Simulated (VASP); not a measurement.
# TiC (Fm-3m) in VASP: further runs, part 3 of 3

VASP 6.6.1. The steps go on from the part before.

### 6 Relaxation of cell and atoms, PBE

Input file INCAR:

```
PREC     = Accurate       # precision mode
ENCUT    = 600            # plane-wave cutoff, eV
EDIFF    = 1E-6           # SCF threshold, eV
ISMEAR   = 1              # smearing method
SIGMA    = 0.1            # smearing width, eV
LREAL    = False          # projectors in reciprocal space
LASPH    = True           # aspherical terms in the spheres
NELM     = 80             # most SCF steps
ALGO     = Normal         # electronic algorithm
ISIF     = 3              # what is computed and relaxed
LWAVE    = False          # write WAVECAR
LCHARG   = False          # write CHGCAR
GGA      = PE             # functional
IBRION   = 2              # ionic algorithm
NSW      = 90             # ionic steps
EDIFFG   = -0.01          # ionic threshold
```

Input file KPOINTS:

```
regular mesh
0
Gamma
  14 14 14
```

Input file POSCAR:

```
TiC
1.0
    0.0000000000      2.1593000000      2.1593000000
    2.1593000000      0.0000000000      2.1593000000
    2.1593000000      2.1593000000      0.0000000000
Ti C
1 1
Direct
    0.0000000000      0.0000000000      0.0000000000
    0.5000000000      0.5000000000      0.5000000000
```

Potentials or basis: VASP PAW PBE potentials, release 64 (Ti_sv, C).

On the command line:

```console
cat potpaw_PBE.64/Ti_sv/POTCAR potpaw_PBE.64/C/POTCAR > POTCAR
mpirun -np 1 vasp_std > vasp.out
```

OUTCAR:

```text
PREC = Accurate
   ENCUT = 600
   EDIFF = 1E-6
   ISMEAR = 1
   LREAL = False
   LASPH = True
   NELM = 80
   ISIF = 3
   GGA = PE
   IBRION = 2
   NSW = 90
   EDIFFG = -0.01

 ion  position               nearest neighbor table
   1  0.000  0.000  0.000-   2 2.16   2 2.16   2 2.16   2 2.16   2 2.16   2 2.16
   2  0.500  0.500  0.500-   1 2.16   1 2.16   1 2.16   1 2.16   1 2.16   1 2.16

  LATTYP: Found a face centered cubic cell.
 ALAT       =     4.3186000000

  Lattice vectors:

 A1 = (   0.0000000000,   2.1593000000,   2.1593000000)
 A2 = (   2.1593000000,   0.0000000000,   2.1593000000)
 A3 = (   2.1593000000,   2.1593000000,   0.0000000000)

Analysis of symmetry for initial positions (statically):
=====================================================================
 Subroutine PRICEL returns:
[... 270 lines left out ...]
      6      10.0879     -0.00000
      7      10.0879     -0.00000
      8      10.0879     -0.00000
      9      11.0715     -0.00000
     10      11.0715     -0.00000
     11      11.0715     -0.00000
     12      11.1044     -0.00000
[... 331 lines left out ...]
 k-point    24 :       0.2857    0.1429    0.0000
  band No.  band energies     occupation
      1     -47.1554      2.00000
      2     -23.4662      2.00000
      3     -23.2838      2.00000
      4     -23.2755      2.00000
      5      -1.5485      2.00000
      6       6.2375      2.00000
      7       7.7574      2.00000
      8       8.2904      2.00000
      9      10.2167     -0.00000
     10      11.6832      0.00000
     11      12.7908      0.00000
     12      13.9017      0.00000

 [... further k-points ...]

------------------------ aborting loop because EDIFF is reached ----------------------------------------

  FORCE on cell =-STRESS in cart. coord.  units (eV):
  Direction    XX          YY          ZZ          XY          YZ          ZX
  --------------------------------------------------------------------------------------
  -------------------------------------------------------------------------------------
  Total       -0.0040287     -0.0040287     -0.0040287      0.0000000     -0.0000000      0.0000000
  in kB       -0.3172451     -0.3172451     -0.3172451      0.0000000     -0.0000000      0.0000000
  external PRESSURE =      -0.3172451 kB  Pullay stress =       0.0000000 kB
[... 17 lines left out ...]
  FREE ENERGIE OF THE ION-ELECTRON SYSTEM (eV)
  ---------------------------------------------------
  free  energy   TOTEN  =       -18.7094336808 eV

  energy  without entropy=      -18.7095519399  energy(sigma->0) =      -18.70947310

 reached required accuracy - stopping structural energy minimisation
```

CONTCAR:

```text
TiC
   1.00000000000000
    -0.0000000000000000    2.1667845968252006    2.1667845968252006
     2.1667845968252006   -0.0000000000000000    2.1667845968252006
     2.1667845968252006    2.1667845968252006    0.0000000000000000
  Ti              C
     1     1
Direct
     0.0000000000000000    0.0000000000000000    0.0000000000000000
     0.5000000000000000    0.5000000000000000    0.5000000000000000

  0.00000000E+00  0.00000000E+00  0.00000000E+00
  0.00000000E+00  0.00000000E+00  0.00000000E+00
```

It took 44 s on 1 thread of Intel Xeon Platinum 8259CL at 2.50GHz (Skylake/Cascade Lake), shared host; peak memory 0.17 GiB.

What came out:

- Free energy: -18.7094 eV
- Relaxed volume: 10.17 Å³/atom
- Relaxed cell: a = 3.064 Å, b = 3.064 Å, c = 3.064 Å, α = 60.00°, β = 60.00°, γ = 60.00°
- Space group after relaxing (to 0.05 Å): Fm-3m (No. 225)
- Energy gained by relaxing: 0.9 meV/atom
- Ionic steps: 3
- Pressure after relaxing: 0.0 GPa
- Band gap on the k mesh: none (metal or under the smearing width)

The path:
```csv
step,energy change (eV),largest force (eV/Å),pressure (GPa),volume (Å³)
1,0.0000,0.0000,2.62,20.14
2,0.0011,0.0000,-3.22,20.62
3,-0.0017,0.0000,-0.03,20.35
```

Final structure:
```cif
data_structure
_symmetry_space_group_name_H-M 'P 1'
_symmetry_Int_Tables_number 1
_cell_length_a 3.0643
_cell_length_b 3.0643
_cell_length_c 3.0643
_cell_angle_alpha 60.000
_cell_angle_beta 60.000
_cell_angle_gamma 60.000
_cell_volume 20.35
loop_
_atom_site_label
_atom_site_type_symbol
_atom_site_fract_x
_atom_site_fract_y
_atom_site_fract_z
_atom_site_occupancy
Ti1 Ti 0.00000 0.00000 0.00000 1
C1 C 0.50000 0.50000 0.50000 1
```

Levels at points of the mesh, in eV from the Fermi level:
```tsv
k point	band 4	band 5	band 6	band 7	band 8	band 9	band 10	band 11	band 12
(0.00, 0.00, 0.00)	-32.62	-12.39	0.69	0.69	0.69	1.68	1.68	1.68	1.71
(0.50, 0.00, 0.00)	-32.67	-8.92	-5.83	-2.89	-2.89	2.91	2.91	4.09	8.14
(0.50, 0.50, 0.00)	-32.78	-10.11	-3.43	-1.61	-0.03	-0.03	2.70	3.51	3.51
```

PBE usually gives volumes a little too large and moduli too small. Zero-point motion and thermal expansion aren't in these numbers.

### 7 The runs side by side

| level | potentials or basis | gap on the mesh (eV) | pressure (GPa) | relaxed volume (Å³/atom) |
| --- | --- | --- | --- | --- |
| LDA | VASP PAW LDA potentials, release 64 (Ti_sv, C) | none | 0.0 | 9.69 |
| RPBE | VASP PAW PBE potentials, release 64 (Ti_sv, C) | none | -0.1 | - |
| PBE | VASP PAW PBE potentials, release 64 (Ti_sv, C) | none | 0.0 | 10.17 |

Alike in all rows: task relaxation of cell and atoms; no spin polarisation; cell relaxed; k mesh 14 × 14 × 14; cutoff (eV) 600; smearing methfessel-paxton 0.1 eV.

Caveats: the relaxation stopped at its first step, so nothing moved (some runs); the PAW data sets were made with another functional, which shifts forces and pressure a little (some runs).

Absolute energies hang on the potentials; compare differences alone.
